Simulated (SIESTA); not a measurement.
Crystal: Al.

```xyz
1
Lattice="-1.5912 1.5912 1.5912 1.5912 -1.5912 1.5912 1.5912 1.5912 -1.5912" Properties=species:S:1:pos:R:3 pbc="T T T"
Al    0.0000    0.0000    0.0000
```

This isn't the form of Al at room conditions, which is fcc.

- Program: SIESTA 5.4.2
- Task: relaxation of cell and atoms
- Functional: vdW-DF2
- Potentials or basis: PseudoDojo 0.4 standard (PBE files)
- Basis: DZP (energy shift 0.003 Ry)
- Grid cutoff: 500 Ry
- Energy shift: 0.003 Ry
- k mesh: 12 × 12 × 12
- Occupations: fermi-dirac, width 0.05 eV
- Spin: no spin polarisation

At the start: pressure 8.5 GPa; volume 16.12 Å³/atom.

Question: How do energy, volume and symmetry change on relaxing?

Answer: Over 4 steps the energy falls by 47.6 meV/atom and the volume is 18.12 Å³/atom (+12.5 %); space group Im-3m (No. 229, to 0.05 Å).

The path:
| step | energy change (eV) | largest force (eV/Å) | pressure (GPa) | volume (Å³) |
| --- | --- | --- | --- | --- |
| 1 | 0.0000 | 0.0000 | 8.54 | 16.12 |
| 2 | -0.0018 | 0.0000 | 8.36 | 16.15 |
| 3 | -0.0471 | 0.0000 | 0.79 | 17.88 |
| 4 | -0.0476 | 0.0000 | 0.06 | 18.12 |

Final structure:
```
Al
1.0
    -1.65474    1.65474    1.65474
     1.65474   -1.65474    1.65474
     1.65474    1.65474   -1.65474
Al
1
Direct
  0.00000 0.00000 0.00000
```

Caveat: the potentials were made for another functional, which shifts forces and pressure; the basis of atomic orbitals isn't converged, which shifts pressures, moduli and gaps.
